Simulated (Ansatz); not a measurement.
**BN (F-43m): relaxing the cell for a phonon run**

Aim: bring BN (F-43m) to small forces and stress, as phonons need.

Program: Ansatz 0.2.0. Level of theory: DFT LDA, scalar-relativistic, plane waves, PAW. Results are calculated unless marked as measured.

The experiments to compare with:

For BN, zinc blende (micron-sized single crystals selected from powder, 295 K), “Equation of state of cubic boron nitride at high pressures and temperatures” (2007, arxiv:cond-mat/0702656) gives, by single-crystal x-ray diffraction: lattice constant a (a at ambient conditions) 3.6152 ± 0.0002 Å.

### 1. The structure

Symmetry: F-43m, No. 216, cubic system. Conventional cell: a = 3.626 Å, b = 3.626 Å, c = 3.626 Å, α = 90.00°, β = 90.00°, γ = 90.00°. B has 4 N at 1.57 Å nearest. Nearest to N lie 4 B at 1.57 Å. Farther neighbours and most contacts between anions are not listed.

As a file:

```cif
data_structure
_symmetry_space_group_name_H-M 'F-43m'
_symmetry_Int_Tables_number 216
_cell_length_a 3.6260
_cell_length_b 3.6260
_cell_length_c 3.6260
_cell_angle_alpha 90.000
_cell_angle_beta 90.000
_cell_angle_gamma 90.000
_cell_volume 47.67
loop_
_atom_site_label
_atom_site_type_symbol
_atom_site_symmetry_multiplicity
_atom_site_Wyckoff_symbol
_atom_site_fract_x
_atom_site_fract_y
_atom_site_fract_z
_atom_site_occupancy
B1 B 4 a 0.00000 0.00000 0.00000 1
N1 N 4 c 0.25000 0.25000 0.25000 1
```

### 2. Probe on a coarse mesh

First a cheap look: the gap decides the mesh and the occupations, the pressure tells how far the cell has to move.

input.yaml

```yaml
crystal:
  lattice:
    - [0.0, 1.813001, 1.813001]
    - [1.813001, 0.0, 1.813001]
    - [1.813001, 1.813001, 0.0]
  atoms:
    - { symbol: B, position: [0.0, 0.0, 0.0] }
    - { symbol: "N", position: [0.75, 0.75, 0.75] }
kpoints:
  mp_grid: { grid: [8, 8, 8] }
hamiltonian:
  xc: lda
scf:
  occupations: { method: gaussian, width: 0.1 }
output:
  forces: true
  stress: true
  eigenvalues: true
```

Command:

```sh
ansatz run input.yaml --threads 4 --pin off --max-ram 7168MiB --backend cpu --events-out ev --progress --plain --runs-dir out
```

Numbers of over 12 decimals in the logs are rounded to 6 here.

Log:

```text
Engine: ansatz 0.2.0, aarch64-unknown-linux-gnu
Pseudopotentials: kind: paw
Pseudopotential: B, paw, valence charge 3, recommended cutoff 420 eV (normal), B.paw.azcp
Pseudopotential: N, paw, valence charge 5, recommended cutoff 420 eV (normal), N.paw.azcp
Functional definition: SPW92
  exchange = slater_x
  correlation = pw_c
Crystal: 2 atoms, lattice volume = 11.919 Å³
Basis set: ecut = 420 eV, 259 PW (Γ)
[...]
--- Band table (eV; the first three rows and the last of 29) ---
  k-point 0: bands = ["-9.1942", "10.7772", "10.7772", "10.7772", "19.4308", "19.4308", "19.4308", "21.0417"]
  k-point 1: bands = ["-8.8164", "8.9292", "10.3992", "10.3992", "19.8139", "19.9943", "19.9943", "22.1820"]
  k-point 2: bands = ["-7.7184", "5.3618", "9.6551", "9.6551", "20.3114", "20.9327", "20.9327", "24.1234"]
  k-point 28: bands = ["-3.2657", "3.3117", "3.8226", "4.2823", "20.1799", "23.8848", "24.9800", "25.2942"]
[key lines of the parts left out:]
SCF converged after 6 iterations
Free energy (F): -526.448407 eV
Fermi energy:    12.951917 eV
P = ⅓ Tr σ = -14.2168 GPa (-142.168 kbar)
```

Wall time 0.23 s (4 threads of Arm Neoverse V2, shared host); peak memory 0.23 GiB; 0.52 s of CPU time.

A gap read on the k-mesh alone can miss the band edges.

Numbers from this step:

* pressure: -14.22 GPa
* gap on the k-mesh: 4.349 eV
* volume per atom: 5.959 Å³
* direct gap on mesh: 8.654 eV

The coarse mesh shows a gap of 4.35 eV and a pressure of -14.2 GPa.

### 3. Rough relaxation

The start is far from rest, so a relaxation with loose tolerances brings it close first.

input.yaml, as its differences from that of step 2:

```diff
@@ -9,3 +9,3 @@
 kpoints:
-  mp_grid: { grid: [8, 8, 8] }
+  mp_grid: { grid: [10, 10, 10] }
 hamiltonian:
@@ -18 +18,6 @@
   eigenvalues: true
+relax:
+  adjacent_minimum: "off"
+  f_tol: 0.05
+  max_steps: 80
+  cell: { stress_tol: 0.5 }
```

Log:

```text
[...]
Crystal: 2 atoms, lattice volume = 11.919 Å³
Basis set: ecut = 420 eV, 259 PW (Γ)
Bands: 8, of which v1, the nominal top of the filled ones, is band 4 counted from 1 (3 counted from 0)
Symmetry: 24 space group operations
[...]
k-points: 47 of 1000 (time reversal used)
[...]
--- Relaxed structure (3 steps of the walk, 3 accepted, 1 SCFs on fresh bases) ---
  F+E_penalty+E_count = -526.46872711 eV   max|allowed force component| = 1.503e-16 eV/Å   (the final SCF, on the basis selected at the relaxed cell)
  cell:  # Å, volume = 11.4808 Å³
    - [0, 1.790525, 1.790525]
    - [1.790525, 0, 1.790525]
    - [1.790525, 1.790525, 0]
  atoms:
    - { symbol: B, position: [0, 0, 0] }
    - { symbol: N, position: [0.750000, 0.750000, 0.750000] }
[key lines of the parts left out:]
SCF converged after 4 iterations
Free energy (F): -526.468727 eV
Fermi energy:    13.581515 eV
P = ⅓ Tr σ = -0.1852 GPa (-1.852 kbar)
```

Elapsed: 0.95 s, on 4 threads; peak memory 0.26 GiB.

Step by step:

| step | energy less that of the first step (eV) | largest force component (eV/Å) | pressure (GPa) | volume (Å³) |
| --- | --- | --- | --- | --- |
| 1 | 0.0000 | 0.0000 | -14.20 | 11.92 |
| 2 | -0.0185 | 0.0000 | -5.96 | 11.66 |
| 3 | -0.0233 | 0.0000 | 0.28 | 11.48 |
| 4* | -0.0202 | 0.0000 | -0.19 | 11.48 |

Relaxation steps marked * repeat the geometry before them on a plane-wave basis chosen anew for their cell, so energy and pressure can jump there.

The run keeps the 24 symmetry operations that it works with, so distortions that break them were not tested.

| conventional cell, symmetrised | before | after | change |
| --- | --- | --- | --- |
| a (Å) | 3.626 | 3.581 | -1.2 % |
| b (Å) | 3.626 | 3.581 | -1.2 % |
| c (Å) | 3.626 | 3.581 | -1.2 % |
| volume (Å³/atom) | 5.96 | 5.74 | -3.7 % |

The relaxed structure:

```
B N
1.0
     0.00000    1.79052    1.79052
     1.79052    0.00000    1.79052
     1.79052    1.79052    0.00000
B N
1 1
Direct
  0.00000 0.00000 0.00000
  0.75000 0.75000 0.75000
```

Numbers from this step:

```yaml
pressure: -0.1852 GPa
gap_on_the_k_mesh: 4.391 eV
volume_per_atom: 5.740 Å³
direct_gap_on_mesh: 8.828 eV
```

In this step the volume went from 5.96 to 5.74 Å³/atom.

### 4. Relaxation

Harmonic phonons are second derivatives at a point where the forces vanish, and they are wanted at zero stress, so atoms and cell are relaxed first.

input.yaml

```yaml
crystal:
  lattice:
    - [0.0, 1.7905249355, 1.7905249355]
    - [1.7905249355, 0.0, 1.7905249355]
    - [1.7905249355, 1.7905249355, 0.0]
  atoms:
    - { symbol: B, position: [0.0, 0.0, 0.0] }
    - { symbol: "N", position: [0.75, 0.75, 0.75] }
kpoints:
  mp_grid: { grid: [12, 12, 12] }
hamiltonian:
  xc: lda
scf:
  occupations: { method: gaussian, width: 0.02 }
output:
  forces: true
  stress: true
  eigenvalues: true
  write_density: true
  write_potential: true
  elf: true
  volumetric_format: npy
relax:
  adjacent_minimum: "off"
  f_tol: 0.005
  max_steps: 80
  cell: { stress_tol: 0.05 }
```

Log:

```text
[...]
Crystal: 2 atoms, lattice volume = 11.481 Å³
Basis set: ecut = 420 eV, 229 PW (Γ)
Bands: 8, of which v1, the nominal top of the filled ones, is band 4 counted from 1 (3 counted from 0)
Symmetry: 24 space group operations
[...]
k-points: 72 of 1728 (time reversal used)
[...]
SCF iter   1: F=—  HF=-526.470401 eV  |F-HF|=—  |Δ(HF+E_count)|=         —  Δρ=7.92e-3  dr2=5.28e-3  ethr=1.77e-3  ⟨swp⟩=4.9  Hψ=3708  notcnv=0
[...]
SCF iter   6: F=-526.468759 eV  HF=-526.468759 eV  |F-HF|=6.25e-12  |Δ(HF+E_count)|=   3.75e-9  Δρ=1.55e-6  dr2=5.89e-11  ethr=3.81e-10  ⟨swp⟩=5.0  Hψ=2703  notcnv=0
SCF 1 converged in 6 iterations: F = -526.468759 eV  dr2 = 5.89e-11
[...]
relax step   1: F+E_penalty+E_count = -526.46875909 eV  Δ(F+E_penalty+E_count) = +0.000e0 eV  max|allowed force component| = 3.701e-16 eV/Å  Δτ_max = 0.0000 Å  P = -0.172 GPa  Ω = 11.481 Å³  (6 SCF iters, dr2 threshold 1.00e-7 eV, accepted)
Crystal: 2 atoms, lattice volume = 11.478 Å³
[...]
SCF iter   2: F=-526.468784 eV  HF=-526.468784 eV  |F-HF|=2.84e-8  |Δ(HF+E_count)|=   1.46e-7  Δρ=2.34e-5  dr2=4.64e-8  ethr=9.22e-10  ⟨swp⟩=5.1  Hψ=2899  notcnv=0
SCF 2 converged in 2 iterations: F = -526.468784 eV  dr2 = 4.64e-8
relax step   2: F+E_penalty+E_count = -526.46878436 eV  Δ(F+E_penalty+E_count) = -2.527e-5 eV  max|allowed force component| = 1.249e-16 eV/Å  Δτ_max = 0.0000 Å  P = -0.073 GPa  Ω = 11.478 Å³  energy of the carried Pulay correction = +2.317e-5 eV  (2 SCF iters, dr2 threshold 7.38e-8 eV, accepted)
Crystal: 2 atoms, lattice volume = 11.476 Å³
[...]
SCF iter   3: F=-526.468802 eV  HF=-526.468802 eV  |F-HF|=5.90e-9  |Δ(HF+E_count)|=   1.45e-8  Δρ=8.69e-6  dr2=7.51e-9  ethr=1.65e-10  ⟨swp⟩=6.6  Hψ=2377  notcnv=0
SCF 3 converged in 3 iterations: F = -526.468802 eV  dr2 = 7.51e-9
relax step   3: F+E_penalty+E_count = -526.46880179 eV  Δ(F+E_penalty+E_count) = -1.742e-5 eV  max|allowed force component| = 1.388e-16 eV/Å  Δτ_max = 0.0000 Å  P = +0.002 GPa  Ω = 11.476 Å³  energy of the carried Pulay correction = +4.015e-5 eV  (3 SCF iters, dr2 threshold 1.32e-8 eV, accepted)
[...]
SCF iter   4: F=-526.468608 eV  HF=-526.468608 eV  |F-HF|=4.55e-13  |Δ(HF+E_count)|=  1.49e-10  Δρ=2.72e-7  dr2=2.01e-12  ethr=1.00e-12  ⟨swp⟩=4.0  Hψ=2417  notcnv=0
SCF 4 converged in 4 iterations: F = -526.468608 eV  dr2 = 2.01e-12
relax step   4: F+E_penalty+E_count = -526.46860774 eV  Δ(F+E_penalty+E_count) = +1.940e-4 eV  max|allowed force component| = 1.122e-16 eV/Å  Δτ_max = 0.0000 Å  P = -0.009 GPa  Ω = 11.476 Å³  stress off target by 8.84e-3 GPa  SCF on the basis re-selected at this cell (its energy is not comparable with the rows above)  (4 SCF iters)
[...]
SCF converged after 4 iterations
Free energy (F): -526.468608 eV
[...]
Internal energy: -526.468608 eV  (E = F + TS)
E sigma→0 (E₀):  -526.468608 eV
Fermi energy:    13.588631 eV
[...]
--- Stress (GPa, compression-positive) ---
       -0.008843      -0.000000      -0.000000
       -0.000000      -0.008843       0.000000
       -0.000000       0.000000      -0.008843
  P = ⅓ Tr σ = -0.0088 GPa (-0.088 kbar)
--- Band table (eV; the first three rows and the last of 72) ---
[...]
--- Relaxed structure (3 steps of the walk, 3 accepted, 1 SCFs on fresh bases) ---
[...]
cell:  # Å, volume = 11.4760 Å³
    - [0, 1.790274, 1.790274]
    - [1.790274, 0, 1.790274]
    - [1.790274, 1.790274, 0]
  atoms:
    - { symbol: B, position: [0, 0, 0] }
    - { symbol: N, position: [0.750000, 0.750000, 0.750000] }
```

The job ended after 1.2 s (4 threads; peak memory 0.27 GiB; 3.8 s of CPU time).

Little changed from the start: no atom moved by 0.005 Å and no cell edge by 0.1 %.

This step gave:

- pressure: -0.008843 GPa
- gap on the k-mesh: 4.392 eV
- volume per atom: 5.738 Å³
- direct gap on mesh: 8.830 eV

ELF in the ac plane of a cell with a along [110], b along [-110] and c along [001] of the cube at fractional y = 0.000, with atoms of B and N within 0.2 Å of it. It is the smooth field of the valence electrons, not physical close to the nuclei.

Ten even steps from '0' (0.03) to '9' (0.88), each cell a mean:
```
12322211232221
32100133210013
11000011100001
00121000012100
01576300157630
14767621476762
37724853772485
39968963996896
05878720587872
```
Columns run along a (5.1 Å), rows up along c (3.6 Å), edges of the conventional cell, whose origin can differ from the input's. Atoms in or near the plane, at fractional coordinates: B at (0.50, 0.00), B at (0.00, 0.00), N at (0.75, 0.25), N at (0.25, 0.25).

Valence density in the ac plane of a cell with a along [110], b along [-110] and c along [001] of the cube at fractional y = 0.000, with atoms of B and N within 0.2 Å of it. It is the smooth field of the valence electrons, not physical close to the nuclei.

Ten even steps from '0' (0.1 e/Å³) to '9' (3.6 e/Å³), each cell a mean:
```
11000111100011
10000011000001
00000000000000
00000000000000
00121000012100
01475200147520
02799410279941
12577421257742
02222210222221
```
Columns run along a (5.1 Å), rows up along c (3.6 Å), edges of the conventional cell, whose origin can differ from the input's. Atoms in or near the plane, at fractional coordinates: B at (0.50, 0.00), B at (0.00, 0.00), N at (0.75, 0.25), N at (0.25, 0.25).

Electrostatic potential energy in the ac plane of a cell with a along [110], b along [-110] and c along [001] of the cube at fractional y = 0.000, with atoms of B and N within 0.2 Å of it. With pseudopotentials it is smooth inside the atoms' cores, unlike the true potential.

Ten even steps from '_' (-53 eV) to '@' (14 eV), each cell a mean:
```
..++%%@@@@##::..++%%@@@@##::
##%%@@@@@@@@####%%@@@@@@@@##
@@@@@@@@@@@@@@@@@@@@@@@@@@@@
@@@@@@@@@@@@@@@@@@@@@@@@@@@@
@@@@@@%%@@@@@@@@@@@@%%@@@@@@
@@@@**--==%%@@@@@@**--==%%@@
@@%%--__..**@@@@%%--__..**@@
==**++::--##++==**++::--##++
__==%%%%%%**..__==%%%%%%**..
```
Columns run along a (5.1 Å; values clipped at the 3rd and 97th percentile), rows up along c (3.6 Å), edges of the conventional cell, whose origin can differ from the input's. Atoms in or near the plane, at fractional coordinates: B at (0.50, 0.00), B at (0.00, 0.00), N at (0.75, 0.25), N at (0.25, 0.25).

In this step the volume went from 5.74 to 5.74 Å³/atom.

### 5. Tight relaxation

Phonons need a cell at rest on their own settings, so the relaxation is repeated with tight tolerances on forces and stress, using the mesh and the filling of the phonon run that follows.

input.yaml

```yaml
crystal:
  lattice:
    - [0.0, 1.7902743999, 1.7902743999]
    - [1.7902743999, 0.0, 1.7902743999]
    - [1.7902743999, 1.7902743999, 0.0]
  atoms:
    - { symbol: B, position: [0.0, 0.0, 0.0] }
    - { symbol: "N", position: [0.75, 0.75, 0.75] }
kpoints:
  mp_grid: { grid: [12, 12, 12] }
hamiltonian:
  xc: lda
scf:
  occupations: { method: fixed }
output:
  forces: true
  stress: true
  eigenvalues: true
relax:
  adjacent_minimum: "off"
  f_tol: 0.001
  max_steps: 60
  cell: { stress_tol: 0.01 }
```

Log:

```text
[...]
Crystal: 2 atoms, lattice volume = 11.476 Å³
Basis set: ecut = 420 eV, 229 PW (Γ)
Bands: 8, of which v1, the nominal top of the filled ones, is band 4 counted from 1 (3 counted from 0)
Symmetry: 24 space group operations
[...]
k-points: 72 of 1728 (time reversal used)
[...]
P = ⅓ Tr σ = -0.0088 GPa (-0.088 kbar)
--- Band table (eV; the first three rows and the last of 72) ---
[...]
--- Relaxed structure (1 steps of the walk, 1 accepted, 1 SCFs on fresh bases) ---
[...]
cell:  # Å, volume = 11.4760 Å³
    - [0.0, 1.7902743999, 1.7902743999]
    - [1.7902743999, 0.0, 1.7902743999]
    - [1.7902743999, 1.7902743999, 0.0]
  atoms:
    - { symbol: B, position: [0.0, 0.0, 0.0] }
    - { symbol: N, position: [0.75, 0.75, 0.75] }
[key lines of the parts left out:]
SCF converged after 4 iterations
Free energy (F): -526.468608 eV
Fermi energy:    11.392860 eV
```

Run time: 0.65 s. Hardware: 4 threads; peak memory 0.26 GiB; 2 s of CPU time.

Little changed from the start: no atom moved by 0.005 Å and no cell edge by 0.1 %.

This step gave:

```yaml
pressure: -0.008830 GPa
```

The forces vanish by symmetry and the pressure is -0.009 GPa, within the tolerances set. The cell now holds 5.74 Å³/atom.

### 6. Summary of results

```json
{"space group after relaxation (within 0.01 Å)": "F-43m", "lattice constant a": "3.581 Å", "lattice constant b": "3.581 Å", "lattice constant c": "3.581 Å", "volume per atom": "5.74 Å³", "gap on the k-mesh": "4.39 eV"}
```

The forces vanish by symmetry and the pressure is -0.009 GPa, within the tolerances set. The cell now holds 5.74 Å³/atom. The relaxation keeps the symmetry of its start, so it says nothing on stability against lower symmetry.

Comparison with the measured values:

| quantity | measured | LDA, PAW |
| --- | --- | --- |
| lattice constant a (Å) | 3.6152 | 3.581 (-1.0 %) |

Measured values from arxiv:cond-mat/0702656 (2007).

**Verdict.** The lattice constant a is off by -1.0 %: fair agreement. The grades are ours: good and fair within 0.7 and 1.5 % for the lattice constant a. Zero-point motion and thermal expansion (measured at up to 295 K) are not in the computed lattice constants.

[Logs are printed without paths, hosts, clocks, repeated set-up lines and the standing remarks that a program may print on its own settings, such as how far it seeks lower states.]

[Hosts, paths, dates, database ids (printed as entryN), source tags and the programs' standing remarks are cut or masked in the printed files.]
